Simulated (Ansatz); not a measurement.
# Phase order of Pb

Structure types of Pb are relaxed in primitive cells with their symmetry kept at 0 GPa, first on PAW files, then by LAPW. The enthalpy is E + pV at zero temperature, without zero-point motion. Only the types listed were tried, and differences under about 5 meV/atom are mesh noise.

Level of theory: DFT with PBE, scalar-relativistic, in Ansatz 0.2.0; Fermi–Dirac smearing of 0.05 eV, no spin polarisation. LAPW: all electrons, basis error target 0.5 meV/atom; PAW: frozen-core files, cutoff 420 eV.

k meshes: fcc 14×14×14, bcc 15×15×15, hcp 13×13×7, sc 13×13×13, diamond 11×11×11.

Spin–orbit coupling is left out, which matters for the heavy atoms.

```csv
start type,ends as,"a, b, c (Å)",V (Å³/atom),"H − H(lowest), LAPW (meV/atom)"
fcc,"fcc, Fm-3m","5.041, 5.041, 5.041",32.02,0.0
bcc,"bcc, Im-3m","4.000, 4.000, 4.000",32.00,?
hcp,"hcp, P6_3/mmc","3.515, 3.515, 5.967",31.93,19.2
sc,"sc, Pm-3m","3.252, 3.252, 3.252",34.38,?
diamond,"diamond, Fd-3m","7.058, 7.058, 7.058",43.96,265.9
```

Problem. Fill in "H − H(lowest), LAPW (meV/atom)" for the row "sc".

Solution. 190.4.

Problem. Give the missing entry: row "bcc", column "H − H(lowest), LAPW (meV/atom)".

Solution. 48.1.
